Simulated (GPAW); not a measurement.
Runs of GPAW 26.7.0 on SnTe. It takes space group Fm-3m (No. 225, cubic). Conventional cell: a = 6.302 Å, b = 6.302 Å, c = 6.302 Å, α = 90.00°, β = 90.00°, γ = 90.00°. Te (site symmetry m-3m) is surrounded by 6 Sn at 3.15 Å. Sn (site symmetry m-3m) is surrounded by 6 Te at 3.15 Å. 

```tsv
task	level	potentials or basis	spin	cell	k mesh	cutoff (eV)	smearing	maxiter	optimizer	fmax	max steps	convergence	mesh quality	pressure (GPa)	relaxed volume (Å³/atom)
relaxation of cell and atoms	PBEsol+D3	PAW data sets generated in the run's folder for this functional, pw	off	relaxed	7 × 7 × 7	600	fermi-dirac 0.05 eV	150	BFGS	0.02 eV/Å	60	density=1e-05 forces=0.0001	not flagged	0.1	30.24
single point	LDA	the program's PAW data sets (release 1.2.1) made for this functional, pw	off	as given	6 × 6 × 6	450	fermi-dirac 0.05 eV	120	-	-	-	default	not flagged	-2.6	-
band structure	PBEsol	PAW data sets generated in the run's folder for this functional, pw	SOC, no magnetisation	as given	7 × 7 × 7	600	fermi-dirac 0.05 eV	150	-	-	-	-	not flagged	-0.7	-
band structure	PBEsol	PAW data sets generated in the run's folder for this functional, pw	off	as given	7 × 7 × 7	600	fermi-dirac 0.05 eV	150	-	-	-	-	not flagged	-0.7	-
relaxation of cell and atoms	PBEsol+D3(BJ)	PAW data sets generated in the run's folder for this functional, pw	off	relaxed	7 × 7 × 7	600	fermi-dirac 0.05 eV	150	BFGS	0.02 eV/Å	60	density=1e-05 forces=0.0001	not flagged	0.0	(b)
relaxation of cell and atoms	PBEsol+D4	PAW data sets generated in the run's folder for this functional, pw	off	relaxed	7 × 7 × 7	600	fermi-dirac 0.05 eV	150	BFGS	0.02 eV/Å	60	density=1e-05 forces=0.0001	not flagged	0.1	29.98
relaxation of cell and atoms	PBEsol+D3(BJ)+ATM	PAW data sets generated in the run's folder for this functional, pw	off	relaxed	7 × 7 × 7	600	fermi-dirac 0.05 eV	150	BFGS	0.02 eV/Å	60	density=1e-05 forces=0.0001	not flagged	0.0	(a)
relaxation of cell and atoms	PBEsol	PAW data sets generated in the run's folder for this functional, pw	off	relaxed	7 × 7 × 7	600	fermi-dirac 0.05 eV	150	BFGS	0.02 eV/Å	60	density=1e-05 forces=0.0001	not flagged	0.0	30.83
```

Q: Fill in the values left out.

A: (a) 29.66; (b) 29.55.

Caveats: later steps reuse the first step's grids (some runs); the cutoff is short for stress and forces, so pressures can be off by a GPa or more (some runs); spin-orbit coupling was added after a scalar SCF, so levels and gaps hold it while energy, forces, pressure and moments don't (some runs).
